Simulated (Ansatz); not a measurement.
The system is BN.

```
CELL_PARAMETERS angstrom
2.50804 0.00000 0.00000
-1.24671 2.17623 0.00000
-0.63067 -1.08812 3.02254
ATOMIC_POSITIONS crystal
N 0.66851 0.33238 0.98500
B 0.97964 0.98350 0.00181
```

The cell comes from a database or a generator and needn't be the stable form of this composition.

Base run:

| Property | Result |
| --- | --- |
| Program | Ansatz 0.2.0 |
| Functional | r2SCAN |
| Potentials or basis | Ansatz PAW |
| Cutoff | 500 eV (not typed: the program's choice for these potentials) |
| k mesh | 13 × 13 × 9 |
| Occupations | fermi-dirac, width 0.05 eV |
| Spin | no spin polarisation |

Its results: band gap on the k mesh 3.29 eV, indirect (least direct gap 5.16 eV); pressure 0.8 GPa; largest force 2.744 eV/Å.

Q: The run is repeated on the same cell with these changes: functional from r2SCAN to LDA; cutoff from 500 eV (not typed: the program's choice for these potentials) to 420 eV (not typed: the program's choice for these potentials). What comes out?

A: Band gap on the k mesh 2.65 eV, indirect (least direct gap 4.40 eV); pressure -3.9 GPa; largest force 2.703 eV/Å.

r2SCAN gives the wider gap, since meta-GGAs in the generalised Kohn-Sham scheme recover part of the derivative discontinuity.

Caveats: the k mesh misses the band edges, so the gap on the mesh is wider than the one along the path; the PAW data sets come from PBE, with cores solved anew for the run's functional, which leaves a small shift of forces and pressure; forces of over 1 eV/Å show positions far from the minimum, so gaps and moduli don't describe the material at rest.
